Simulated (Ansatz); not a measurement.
# LuH2: the cost of one run

Program: Ansatz 0.2.0. Level of theory: DFT LDA, scalar-relativistic. These are calculated values, not measurements.

## Step 1: The system as given

Symmetry: Fm-3m, No. 225, cubic system. The conventional cell has a = 5.033 Å, b = 5.033 Å, c = 5.033 Å, α = 90.00°, β = 90.00°, γ = 90.00°. Around Lu (site symmetry m-3m) lie 8 H at 2.18 Å. H (site symmetry -43m) is surrounded by 4 Lu at 2.18 Å.

Coordinates:

```xyz
3
Lattice="0.0000 2.5165 2.5165 2.5165 0.0000 2.5165 2.5165 2.5165 0.0000" Properties=species:S:1:pos:R:3 pbc="T T T"
Lu    0.0000    0.0000    0.0000
H     1.2583    1.2583    1.2583
H     3.7748    3.7748    3.7748
```

Atoms are numbered in the order of the input: Lu1, H2, H3.

## Step 2: The deformed structure

Space group Fm-3m before, I4/mmm after.

## Step 3: All-electron LAPW

Contents of input.yaml:

```yaml
crystal:
  lattice:
    - [0.0, 2.5165, 2.541665]
    - [2.5165, 0.0, 2.541665]
    - [2.5165, 2.5165, 0.0]
  atoms:
    - { symbol: Lu, position: [0.0, 0.0, 0.0] }
    - { symbol: H, position: [0.25, 0.25, 0.25] }
    - { symbol: H, position: [0.75, 0.75, 0.75] }
kpoints:
  mp_grid: { grid: [8, 8, 8] }
  band_path:
    path:
      - [0.0, 0.0, 0.0]
      - [0.0, 0.5, 0.5]
      - [0.25, 0.75, 0.5]
      - [0.0, 0.5, 0.0]
      - [0.0, 0.0, 0.0]
      - [0.5, 0.5, 0.0]
      - [0.3725370062, 0.6274629938, 0.0]
      - [-0.3725370062, 0.3725370062, 0.0]
      - [0.0, 0.0, 0.0]
    npoints: 5
scf:
  occupations: { method: fermi_dirac, width: 0.02 }
hamiltonian:
  xc: lda
  pseudopotentials: { kind: all_electron, lapw: { basis_error: 0.001 } }
output:
  forces: true
  stress: true
  eigenvalues: true
```

Started as:

```sh
> ansatz run input.yaml --threads 1 --pin off --max-ram 4096MiB --backend cpu --events-out ev --progress --plain --runs-dir out
```

**Question.** How long does this run take on 1 thread of Intel Xeon Platinum 8488C (Sapphire Rapids), shared host, and how much memory does it need?

About 9.8 s, with a peak of 0.37 GiB.
